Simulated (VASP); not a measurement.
# Ba in VASP: settings compared

One slab, Ba, is run at these levels: LDA, PBE; tasks: work function.

Program: VASP 6.6.1. These are calculated values, not measurements. Logs are shortened: lines on timing, memory, paths and dates and some standing lists are left out, and cuts for length are marked.

**1. The slab as given**

The cell holds a slab with vacuum, 5 atoms: a = 4.572 Å, b = 6.465 Å, c = 24.143 Å, α = 90.00°, β = 90.00°, γ = 90.00°.

The slab is cut from a database's or a generator's crystal, which needn't be the stable form of the element.

**2. Work function, LDA**

Input file INCAR:

```
PREC = Accurate
ENCUT = 520
EDIFF = 1E-6
ISMEAR = -1
SIGMA = 0.05
LREAL = False
LASPH = True
NELM = 80
ALGO = Normal
ISIF = 2
LWAVE = False
LCHARG = True
LDIPOL = True
IDIPOL = 3
DIPOL = 0.5 0.5 0.500
LELF = True
LVHAR = True
LVACPOTAV = True
```

Input file KPOINTS:

```
regular mesh
0
Gamma
  5 3 1
```

Input file POSCAR:

```
Ba
1.0
    4.5716786896      0.0000000000      0.0000000000
    0.0000000000      6.4653300056      0.0000000000
    0.0000000000      0.0000000000     24.1433573791
Ba
5
Direct
    0.5000000000      0.5000000000      0.3106444511
    0.0000000000      0.0000000000      0.4053222255
    0.5000000000      0.5000000000      0.5000000000
    0.0000000000      0.0000000000      0.5946777745
    0.5000000000      0.5000000000      0.6893555489
```

Potentials or basis: VASP PAW LDA potentials, release 64 (Ba_sv).

Run with:

```
cat potpaw_LDA.64/Ba_sv/POTCAR > POTCAR
mpirun -np 1 vasp_std > vasp.out
```

OUTCAR:

```text
PREC = Accurate
   ENCUT = 520
   EDIFF = 1E-6
   ISMEAR = -1
   LREAL = False
   LASPH = True
   NELM = 80
   ISIF = 2

 ion  position               nearest neighbor table
   1  0.500  0.500  0.311-   2 4.57   2 4.57   2 4.57   2 4.57   3 4.57
   2  0.000  0.000  0.405-   1 4.57   1 4.57   1 4.57   1 4.57   3 4.57   3 4.57   3 4.57   3 4.57
                             4 4.57
   3  0.500  0.500  0.500-   1 4.57   5 4.57   4 4.57   2 4.57   2 4.57   4 4.57   2 4.57   4 4.57
                             2 4.57   4 4.57
   4  0.000  0.000  0.595-   5 4.57   5 4.57   5 4.57   5 4.57   3 4.57   3 4.57   3 4.57   3 4.57
                             2 4.57
   5  0.500  0.500  0.689-   4 4.57   4 4.57   4 4.57   4 4.57   3 4.57

  LATTYP: Found a simple orthorhombic cell.
 ALAT       =     4.5716786896
 B/A-ratio  =     1.4142135624
 C/A-ratio  =     5.2810704816

  Lattice vectors:

 A1 = (   4.5716786896,   0.0000000000,   0.0000000000)
 A2 = (   0.0000000000,   6.4653300056,   0.0000000000)
 A3 = (   0.0000000000,   0.0000000000,  24.1433573791)

Analysis of symmetry for initial positions (statically):
=====================================================================
 Subroutine PRICEL returns:
 Original cell was already a primitive cell.

 Routine SETGRP: Setting up the symmetry group for a
 simple orthorhombic supercell.

 Subroutine GETGRP returns: Found  8 space group operations
 (whereof  8 operations were pure point group operations)
 out of a pool of  8 trial point group operations.

The static configuration has the point symmetry D_2h.

Analysis of symmetry for dynamics (positions and initial velocities):
=====================================================================
 Subroutine PRICEL returns:
 Original cell was already a primitive cell.

 Routine SETGRP: Setting up the symmetry group for a
 simple orthorhombic supercell.

 Subroutine GETGRP returns: Found  8 space group operations
 (whereof  8 operations were pure point group operations)
 out of a pool of  8 trial point group operations.

The dynamic configuration has the point symmetry D_2h.

 Subroutine INISYM returns: Found  8 space group operations
 (whereof  8 operations are pure point group operations),
 and found     1 'primitive' translations

----------------------------------------------------------------------------------------

                                     Primitive cell

  volume of cell :     713.6151

  direct lattice vectors                    reciprocal lattice vectors
     4.571678690  0.000000000  0.000000000     0.218738032  0.000000000  0.000000000
     0.000000000  6.465330006  0.000000000     0.000000000  0.154671146  0.000000000
     0.000000000  0.000000000 24.143357379     0.000000000  0.000000000  0.041419260
[... 83 lines left out ...]
   NUPDOWN=      -1.0000    fix difference up-down
   EMIN   =  10.00;   EMAX   =-10.00  energy-range for DOS
   EFERMI =   0.00;   METHOD = LEGACY
   ISMEAR =    -1;   SIGMA  =   0.05  broadening in eV -4-tet -1-fermi 0-gaus
   EFERMI_NEDOS =   21; number of points for ismear=-14 and -15
   IALGO  =     38    algorithm
   IMIX   =      4    mixing-type and parameters
     AMIX     =   0.40;   BMIX     =  1.00
     AMIX_MAG =   1.60;   BMIX_MAG =  1.00
  volume/ion in A,a.u.               =     142.72       963.14
  Fermi-wavevector in a.u.,A,eV,Ry     =   0.674906  1.275388  6.197433  0.455499
  Thomas-Fermi vector in A             =   1.751764
   LORBIT       =      0    0 simple, 1 ext, 2 COOP (PROOUT), +10 PAW based schemes
   GGA     = CA    functional components
   LHFCALC =     F    Hartree Fock is set to
   AEXX    =    0.0000 exact exchange contribution
   IVDW    =     0    specifies the selected vdW correction
   LEPSILON=     F    determine dielectric tensor
   LRPA    =     F    only Hartree local field effects (RPA)
 non-spin polarized calculation
  energy-cutoff  :      520.00
  volume of cell :      713.62
 maximum number of plane-waves:     19255
 NGX is ok and might be reduce to    36
   NGX = 17   NGY = 25   NGZ = 89

 dipolmoment           0.000000      0.000000     -0.000000 electrons x Angstroem

 number of electron      49.9999992 magnetization

 dipolmoment           0.000000      0.000000      0.000000 electrons x Angstroem

 Free energy of the ion-electron system (eV)
  ---------------------------------------------------
  ext. energy  EPLUGINS =         0.00000000
  ---------------------------------------------------
  free energy    TOTEN  =        -9.28787810 eV

  energy without entropy =       -9.20145472  energy(sigma->0) =       -9.24466641

 E-fermi :  -0.6473     XC(G=0):  -4.2509

 val. band max:       -0.6752762337   @ k =   0.4000   0.3333   0.0000
 cond. band min:      -0.6366448882   @ k =   0.0000   0.0000   0.0000
 fundamental gap:      0.0386313455
 Fermi energy:        -0.6473488049

 k-point     1 :       0.0000    0.0000    0.0000
  band No.  band energies     occupation
      1     -30.2396      2.00000
      2     -30.2395      2.00000
      3     -29.5934      2.00000
      4     -29.5846      2.00000
      5     -29.5394      2.00000
      6     -15.4403      2.00000
[... 187 lines left out ...]
     29      -0.2408      0.00059
     30      -0.0007      0.00000

------------------------ aborting loop because EDIFF is reached ----------------------------------------

  FORCE on cell =-STRESS in cart. coord.  units (eV):
  Direction    XX          YY          ZZ          XY          YZ          ZX
  --------------------------------------------------------------------------------------
  -------------------------------------------------------------------------------------
  Total       -3.0411508     -4.0305956     -2.5603430     -0.0000000      0.0000000      0.0000000
  in kB       -6.8278579     -9.0493159     -5.7483694     -0.0000000      0.0000000      0.0000000
  external PRESSURE =      -7.2085144 kB  Pullay stress =       0.0000000 kB

 VOLUME and BASIS-vectors are now :
 -----------------------------------------------------------------------------
  energy-cutoff  :      520.00
  volume of cell :      713.62
      direct lattice vectors                 reciprocal lattice vectors
     4.571678690  0.000000000  0.000000000     0.218738032  0.000000000  0.000000000
     0.000000000  6.465330006  0.000000000     0.000000000  0.154671146  0.000000000
     0.000000000  0.000000000 24.143357379     0.000000000  0.000000000  0.041419260

 POSITION                                       TOTAL-FORCE (eV/Angst)
 -----------------------------------------------------------------------------------
      2.28584      3.23267      7.50000         0.000000      0.000000      0.253179
      0.00000      0.00000      9.78584         0.000000      0.000000      0.052911
      2.28584      3.23267     12.07168         0.000000      0.000000     -0.000000
      0.00000      0.00000     14.35752         0.000000     -0.000000     -0.052911
      2.28584      3.23267     16.64336        -0.000000      0.000000     -0.253179
 -----------------------------------------------------------------------------------
    total drift:                                0.000000      0.000000      0.000000

  FREE ENERGIE OF THE ION-ELECTRON SYSTEM (eV)
  ---------------------------------------------------
  free  energy   TOTEN  =        -9.2878781048 eV

  energy  without entropy=       -9.2014547194  energy(sigma->0) =       -9.24466641

 vacuum level on the upper side and lower side of the slab         1.889         1.889
```

OSZICAR:

```text
N       E                     dE             d eps       ncg     rms          rms(c)
DAV:   1     0.488351684218E+03    0.48835E+03   -0.17952E+04   400   0.121E+03
DAV:   2     0.559643195910E+02   -0.43239E+03   -0.42787E+03   536   0.255E+02
DAV:   3    -0.731705179941E+01   -0.63281E+02   -0.62770E+02   502   0.101E+02
[... 13 lines left out ...]
DAV:  17    -0.928777526053E+01   -0.14240E-03   -0.20244E-05   356   0.686E-03    0.226E-03
DAV:  18    -0.928784856092E+01   -0.73300E-04   -0.78242E-06   324   0.502E-03    0.114E-03
DAV:  19    -0.928787088599E+01   -0.22325E-04   -0.22177E-06   318   0.312E-03    0.580E-04
DAV:  20    -0.928787716532E+01   -0.62793E-05   -0.68582E-07   296   0.140E-03    0.284E-04
DAV:  21    -0.928787810481E+01   -0.93949E-06   -0.11953E-07   270   0.929E-04
   1 F= -.92878781E+01 E0= -.92446664E+01  d E =-.864234E-01
```

stdout:

```text
POSCAR found type information on POSCAR Ba
 POSCAR found :  1 types and       5 ions
 scaLAPACK will be used
 LDA part: xc-table for (Slater(with rela. corr.)+CA(PZ))
 , standard interpolation
 POSCAR, INCAR and KPOINTS ok, starting setup
 FFT: planning ... GRIDC
 FFT: planning ... GRID_SOFT
 FFT: planning ... GRID
 WAVECAR not read
 entering main loop
 -----------------------------------------------------------------------------
|                                                                             |
|           W    W    AA    RRRRR   N    N  II  N    N   GGGG   !!!           |
|           W    W   A  A   R    R  NN   N  II  NN   N  G    G  !!!           |
|           W    W  A    A  R    R  N N  N  II  N N  N  G       !!!           |
|           W WW W  AAAAAA  RRRRR   N  N N  II  N  N N  G  GGG   !            |
|           WW  WW  A    A  R   R   N   NN  II  N   NN  G    G                |
|           W    W  A    A  R    R  N    N  II  N    N   GGGG   !!!           |
|                                                                             |
|     Did not find any points to average over, which means that no vacuum     |
|     field-free region was found. Please increase the size of  your cell     |
|     in the dimension of the dipole correction to obtain accurate            |
|     workfunction values.                                                    |
|                                                                             |
 -----------------------------------------------------------------------------
```

Run time: 4.1 min. Hardware: 1 thread of Intel Xeon Platinum 8488C (Sapphire Rapids), shared host; peak memory 0.47 GiB.

What came out:

| Item | Value |
| --- | --- |
| Free energy | -9.2879 eV |
| Largest force | 0.253 eV/Å |
| Band gap on the k mesh | none (metal or under the smearing width) |
| Work function of the upper face | 2.54 eV |
| Work function of the lower face | 2.54 eV |

Forces on the atoms (eV/Å):
```
Ba   0.000  0.000  0.253
Ba   0.000  0.000  0.053
Ba   0.000  0.000  0.000
Ba   0.000  0.000 -0.053
Ba   0.000  0.000 -0.253
```

Levels at points of the mesh, in eV from the Fermi level:
```
           k point  band 22  band 23  band 24  band 25  band 26  band 27  band 28  band 29
(0.00, 0.00, 0.00)    -1.91    -1.04    -0.53    -0.29    -0.05     0.01     0.59     0.74
```

**3. Work function, PBE**

Changes to INCAR since step 2:

```diff
@@ -15,2 +15,3 @@
 DIPOL = 0.5 0.5 0.500
+GGA = PE
 LELF = True
```

KPOINTS is that of step 2.

POSCAR is that of step 2.

Potentials or basis: VASP PAW PBE potentials, release 64 (Ba_sv).

Run with:

```
cat potpaw_PBE.64/Ba_sv/POTCAR > POTCAR
mpirun -np 1 vasp_std > vasp.out
```

OUTCAR:

```text
PREC = Accurate
   ENCUT = 520
   EDIFF = 1E-6
   ISMEAR = -1
   LREAL = False
   LASPH = True
   NELM = 80
   ISIF = 2
   GGA = PE

 ion  position               nearest neighbor table
   1  0.500  0.500  0.311-   2 4.57   2 4.57   2 4.57   2 4.57   3 4.57
   2  0.000  0.000  0.405-   1 4.57   1 4.57   1 4.57   1 4.57   3 4.57   3 4.57   3 4.57   3 4.57
                             4 4.57
   3  0.500  0.500  0.500-   1 4.57   5 4.57   4 4.57   2 4.57   2 4.57   4 4.57   2 4.57   4 4.57
                             2 4.57   4 4.57
   4  0.000  0.000  0.595-   5 4.57   5 4.57   5 4.57   5 4.57   3 4.57   3 4.57   3 4.57   3 4.57
                             2 4.57
   5  0.500  0.500  0.689-   4 4.57   4 4.57   4 4.57   4 4.57   3 4.57

  LATTYP: Found a simple orthorhombic cell.
 ALAT       =     4.5716786896
 B/A-ratio  =     1.4142135624
 C/A-ratio  =     5.2810704816

  Lattice vectors:

 A1 = (   4.5716786896,   0.0000000000,   0.0000000000)
 A2 = (   0.0000000000,   6.4653300056,   0.0000000000)
 A3 = (   0.0000000000,   0.0000000000,  24.1433573791)

Analysis of symmetry for initial positions (statically):
=====================================================================
 Subroutine PRICEL returns:
[... 168 lines left out ...]
 Fermi energy:        -0.4597733186

 k-point     1 :       0.0000    0.0000    0.0000
  band No.  band energies     occupation
      1     -30.1244      2.00000
      2     -30.1244      2.00000
      3     -29.4770      2.00000
      4     -29.4681      2.00000
      5     -29.4273      2.00000
      6     -15.3111      2.00000
[... 187 lines left out ...]
     29      -0.0537      0.00059
     30       0.1649      0.00001

------------------------ aborting loop because EDIFF is reached ----------------------------------------

  FORCE on cell =-STRESS in cart. coord.  units (eV):
  Direction    XX          YY          ZZ          XY          YZ          ZX
  --------------------------------------------------------------------------------------
  -------------------------------------------------------------------------------------
  Total       -0.5577478     -1.9409813     -0.6933944      0.0000000      0.0000000      0.0000000
  in kB       -1.2522308     -4.3578059     -1.5567785      0.0000000      0.0000000      0.0000000
  external PRESSURE =      -2.3889384 kB  Pullay stress =       0.0000000 kB

 VOLUME and BASIS-vectors are now :
 -----------------------------------------------------------------------------
  energy-cutoff  :      520.00
  volume of cell :      713.62
      direct lattice vectors                 reciprocal lattice vectors
     4.571678690  0.000000000  0.000000000     0.218738032  0.000000000  0.000000000
     0.000000000  6.465330006  0.000000000     0.000000000  0.154671146  0.000000000
     0.000000000  0.000000000 24.143357379     0.000000000  0.000000000  0.041419260

 POSITION                                       TOTAL-FORCE (eV/Angst)
 -----------------------------------------------------------------------------------
      2.28584      3.23267      7.50000         0.000000     -0.000000      0.068895
      0.00000      0.00000      9.78584         0.000000     -0.000000      0.012870
      2.28584      3.23267     12.07168         0.000000     -0.000000      0.000000
      0.00000      0.00000     14.35752         0.000000      0.000000     -0.012870
      2.28584      3.23267     16.64336         0.000000     -0.000000     -0.068895
 -----------------------------------------------------------------------------------
    total drift:                                0.000000      0.000000      0.000000

  FREE ENERGIE OF THE ION-ELECTRON SYSTEM (eV)
  ---------------------------------------------------
  free  energy   TOTEN  =        -8.1639547572 eV

  energy  without entropy=       -8.0781366727  energy(sigma->0) =       -8.12104571

 vacuum level on the upper side and lower side of the slab         1.906         1.906
```

stdout:

```text
POSCAR found type information on POSCAR Ba
 POSCAR found :  1 types and       5 ions
 scaLAPACK will be used
 LDA part: xc-table for (Slater+PW92), standard interpolation
 POSCAR, INCAR and KPOINTS ok, starting setup
 FFT: planning ... GRIDC
 FFT: planning ... GRID_SOFT
 FFT: planning ... GRID
 WAVECAR not read
 entering main loop
 -----------------------------------------------------------------------------
|                                                                             |
|           W    W    AA    RRRRR   N    N  II  N    N   GGGG   !!!           |
|           W    W   A  A   R    R  NN   N  II  NN   N  G    G  !!!           |
|           W    W  A    A  R    R  N N  N  II  N N  N  G       !!!           |
|           W WW W  AAAAAA  RRRRR   N  N N  II  N  N N  G  GGG   !            |
|           WW  WW  A    A  R   R   N   NN  II  N   NN  G    G                |
|           W    W  A    A  R    R  N    N  II  N    N   GGGG   !!!           |
|                                                                             |
|     Did not find any points to average over, which means that no vacuum     |
|     field-free region was found. Please increase the size of  your cell     |
|     in the dimension of the dipole correction to obtain accurate            |
|     workfunction values.                                                    |
|                                                                             |
 -----------------------------------------------------------------------------
```

It took 4.6 min on 1 thread of Intel Xeon Platinum 8488C (Sapphire Rapids), shared host; peak memory 0.63 GiB.

What came out:

```yaml
Free_energy: -8.1640 eV
Largest_force: 0.069 eV/Å
Band_gap_on_the_k_mesh: none (metal or under the smearing width)
Work_function_of_the_upper_face: 2.37 eV
Work_function_of_the_lower_face: 2.37 eV
```

Forces in eV/Å, atoms in the order of the input:
```
Ba   0.000  0.000  0.069
Ba   0.000  0.000  0.013
Ba   0.000  0.000  0.000
Ba   0.000  0.000 -0.013
Ba   0.000  0.000 -0.069
```

The run has no spin-orbit coupling, so splittings on Ba are missing.
